## Two and a half bands

Each tantalum atom brings 13 electrons into this calculation. Eight of them fill the deep 5s and 5p shells, which leaves five for the valence bands. A band holds two electrons per atom, one of each spin, so on average 2.5 valence bands are filled. Bands that were each completely full or completely empty could never give a half, so at least one must cross the Fermi energy, and the crystal is a metal.

The same count tells us what to look for at single points. Where only one or two valence levels lie under the Fermi energy, other regions must make up for it with three or more. The task is to see which levels rise, which sink, and why.

JDFTx 1.7.0 (patched build), PBE without spin polarisation or spin-orbit coupling, for a one-atom Ta cell strained at random at fixed volume. The runs use PseudoDojo SR PBE 0.5 standard pseudopotentials, a 789.13 eV wave cutoff, an 11×11×11 k mesh and Fermi-Dirac smearing of 0.05 eV. Levels are given at points of the k mesh, relative to the Fermi energy.

```
point a (reciprocal cell vector)  point b (reciprocal cell vector)  point c (reciprocal cell vector)  level under 4 (eV)  level under 3 (eV)  level under 2 (eV)  level under 1 (eV)  level over 1 (eV)  level over 2 (eV)
                          0.0000                            0.0000                            0.0000              -33.65              -33.63              -33.58              -8.133              0.172              0.388
                          0.0000                            0.1818                            0.1818              -33.74              -33.72               -6.50              -1.035              1.418              1.451
                          0.0909                            0.0909                            0.0000              -33.68              -33.62               -7.70              -0.029              0.456              0.942
                          0.2727                            0.3636                            0.4545              -33.80               -4.05               -1.04              -0.348              1.138              4.033
                          0.2727                            0.4545                            0.0000              -33.85               -3.73               -2.40              -0.048              2.964              5.787
                          0.3636                            0.3636                            0.0000              -33.97              -33.88               -4.28              -2.875              1.028              4.280
                          0.4545                            0.3636                            0.3636              -33.85              -33.77               -4.43              -0.306              0.059              0.605
```

## From columns to bands

Points a, b and c give the wave vector $k$ as fractions of the three reciprocal cell vectors; Γ is the point where all are zero. Levels are counted from the Fermi energy: "level under 1" is the first below it, "level over 1" the first above. A column therefore doesn't follow one band. The second level under the Fermi energy is at -33.58 eV at Γ and at -6.50 eV in the next row, because the first is a 5p level and the second a valence level.

Sorting from the bottom removes these jumps. Everything near -34 eV belongs to 5p, and the next level up is the lowest valence level. It starts at -8.13 eV at Γ and reaches -3.73 eV at the farthest point. One valence level lies under the Fermi energy at Γ, three at two of the points, and two at the other four.

## Why the lowest level climbs

At Γ the electron wave has the same phase on every atom. Its lowest valence state is s-like: broad, smooth and spread through the whole crystal. Away from Γ the phase turns from atom to atom, the wave gains curvature, and curvature costs kinetic energy. For a free electron that cost is

$$\Delta E=\frac{\hbar^2k^2}{2m},$$

where $m$ is the electron mass and $\Delta E$ the rise above the Γ level.

Take the point (0.3636, 0.3636, 0). The structure is a randomly strained model cell close to face-centred cubic, not tantalum's stable body-centred cubic form. I therefore use an ideal face-centred cell with the same volume, 18.79 Å³ per atom. Its cube edge is $a=(4\times18.79)^{1/3}=4.22$ Å. The point lies on a cube axis at $k=0.727\times2\pi/a=1.08$ Å⁻¹. With $\hbar^2/2m=3.81$ eV Å², the rise should be about 4.5 eV; the calculation gives 3.85 eV.

This estimate has no adjustable constant and was compared with the six points away from Γ, as the output below shows; at Γ the rise is zero by definition. Its largest miss is 0.6 eV, against a total rise of 4.4 eV. So the free-electron cost gives the size of the climb, though not its exact shape, and the agreement farther out rests partly on deviations that offset each other. Close to Γ the level rises about one and a half times as fast as a free electron; repulsion from the filled 5p states below is a possible cause, untested here.

## Where d orbitals bend the curve

At three of the four outer points the level lies 0.4 to 0.6 eV below the free-electron estimate. Here the s-like wave has risen into the energy range of the 5d orbitals. In a cubic crystal symmetry keeps s and d apart at Γ, but away from it they can mix. Two levels that mix push each other apart, so the lower one ends up lower than it would alone. This is the standard reason why the bottom band of a transition metal flattens as it takes on d character. It is the expected cause here too, though the table holds no orbital weights to confirm it.

The 5p levels provide a contrast. The highest of them moves by only 0.3 eV over the same points, about a fifteenth of the span of the lowest valence level. Their orbitals are compact and hardly overlap with those of neighbouring atoms, so turning the phase changes little. Spin-orbit coupling, left out here, would split this single group by roughly 10 eV.

## Why the second level sinks

Along the cube axes the second valence level does the opposite. It falls from 0.17 eV at Γ to -2.88 eV at (0.3636, 0.3636, 0), while the lowest level rises towards it. Their separation shrinks from 8.3 to 1.4 eV.

The shape of a d orbital explains how a turning phase can lower an energy. Consider the d orbital whose four lobes lie in the plane across $k$ and point at the nearest atoms in that plane. It meets atoms in the planes above and below sideways, mainly through π overlap. When all atoms have the same phase, lobes of opposite sign face each other there, and the contacts are antibonding.

Moving along the axis turns the phase between neighbouring planes. At the edge of the zone it reaches 180°, the signs match, and the same contacts have become bonding. At (0.3636, 0.3636, 0) the turn is already $0.727\times180^\circ=131^\circ$, well past the halfway mark. Of the three d orbitals that are lowest at Γ in an ideal face-centred crystal, this is the one expected to fall along the axis. The computed fall agrees with it, but the energies alone don't identify the orbital.

## The point that breaks the order

Distance from Γ puts the lowest level in the right order except at (0.2727, 0.3636, 0.4545). There it lies at -4.05 eV, above its value at two points farther out. This is also the one outer point where the level isn't below the free-electron estimate. A weaker gain from d mixing in this direction would explain both facts, but the strain of the crystal may contribute.

That strain is visible at Γ. In an undistorted cubic crystal without spin-orbit coupling, the two lowest d levels would coincide there; here they are 0.22 eV apart. Differences of a few tenths of an eV should therefore not be read as properties of perfect face-centred tantalum.

## Back to the count

The third valence level completes the balance. It lies 1.03 eV above the Fermi energy at (0.3636, 0.3636, 0), but at -0.05 eV at (0.2727, 0.4545, 0), a little off the axis. Such off-axis regions help to supply the third filled level that the average of 2.5 demands.

A level this close to the Fermi energy is not simply full. With the smearing used, the one at -0.05 eV is about 72 % occupied. Spin-orbit coupling could shift it by more than its distance from zero, so a count at a single point may change by one. The average of 2.5 stays, because it is set by the number of electrons.

Printed output of the fit:

```
Levels sorted by band in eV and distance from Gamma in 2 pi/a:
     row  distance  highest 5p  lowest valence  second valence  third valence  valence levels under zero  rise of lowest  free-electron rise  rise less free
     0.0         0      -33.58          -8.133           0.172          0.388                          1               0                   0               0
     0.0    0.3636      -33.72            -6.5          -1.035          1.418                          2           1.633               1.117          0.5165
  0.0909    0.1818      -33.62            -7.7          -0.029          0.456                          2           0.433              0.2791          0.1539
  0.2727    0.6802       -33.8           -4.05           -1.04         -0.348                          3           4.083               3.908          0.1751
  0.2727    0.7713      -33.85           -3.73            -2.4         -0.048                          3           4.403               5.024         -0.6214
  0.3636    0.7272      -33.88           -4.28          -2.875          1.028                          2           3.853               4.466         -0.6131
  0.4545    0.6982      -33.77           -4.43          -0.306          0.059                          2           3.703               4.117         -0.4142
Average number of filled valence bands: 2.5
Span of the lowest valence level over the seven points (eV): 4.403
Span of the highest 5p level over the seven points (eV): 0.3
Ratio of these two spans: 14.68
Largest miss of the free-electron rise (eV): 0.6214
Rise over free-electron rise at (0.0909 0.0909 0): 1.551
Rise over free-electron rise at (0 0.1818 0.1818): 1.463
Rise over free-electron rise at (0.3636 0.3636 0): 0.8627
Fall of the second valence level from Gamma to (0.3636 0.3636 0) (eV): 3.047
Second less lowest valence level at Gamma (eV): 8.305
Second less lowest valence level at (0.3636 0.3636 0) (eV): 1.405
Lowest level at the general point less that at (0.4545 0.3636 0.3636) (eV): 0.38
Lowest level at the general point less that at (0.3636 0.3636 0) (eV): 0.23
Spread of the three 5p levels at Gamma (eV): 0.07
Spacing of the two lowest d levels at Gamma (eV): 0.216
Third level at (0.3636 0.3636 0) less that at (0.2727 0.4545 0) (eV): 1.076
Filling of the second level at (0.0909 0.0909 0) (fraction): 0.6411
Filling of the third level at (0.2727 0.4545 0) (fraction): 0.7231
Filling of the third level at (0.4545 0.3636 0.3636) (fraction): 0.2351
```
